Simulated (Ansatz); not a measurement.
**Sb under strains and displacements**

Level of theory: Ansatz, DFT PBE, scalar-relativistic, plane waves, PAW.

Cutoff 420 eV; k points 14×14×14 on the computed 1-atom cell (Γ-centred); Gaussian smearing, width 0.10 eV; no spin polarisation.

Reference cell:

```xyz
1
Lattice="0.0000 2.3712 2.3712 2.3712 0.0000 2.3712 2.3712 2.3712 0.0000" Properties=species:S:1:pos:R:3 pbc="T T T"
Sb    0.0000    0.0000    0.0000
```

Each variant moves atoms of this cell by the vectors given, if any (Å), and then applies a symmetric strain (tensor components, Cartesian axes). The reference cell isn't relaxed at this level. Energies are per atom at zero smearing, counted from the lowest variant. Pressure is positive in compression.

1. strain (xx yy zz yz xz xy, %) 2.95 -2.98 -0.11 -1.31 -1.84 -0.37
2. strain (xx yy zz yz xz xy, %) 9.78 0.78 0.78 -1.90 2.33 -2.33
3. strain (xx yy zz yz xz xy, %) 3.21 -1.23 -1.17 1.11 3.00 0.16

| result | ΔE (meV/atom) | P (GPa) |
| --- | --- | --- |
| A | 0.0 | 1.54 |
| B | 2.5 | 2.07 |
| C | 19.4 | -3.59 |

Which variant gave which result?

A is 3, B is 1, C is 2. The pressure falls as the cell grows: from the smallest volume to the largest the variants are 1, 3, 2.

This fcc form isn't the element's structure at ambient conditions.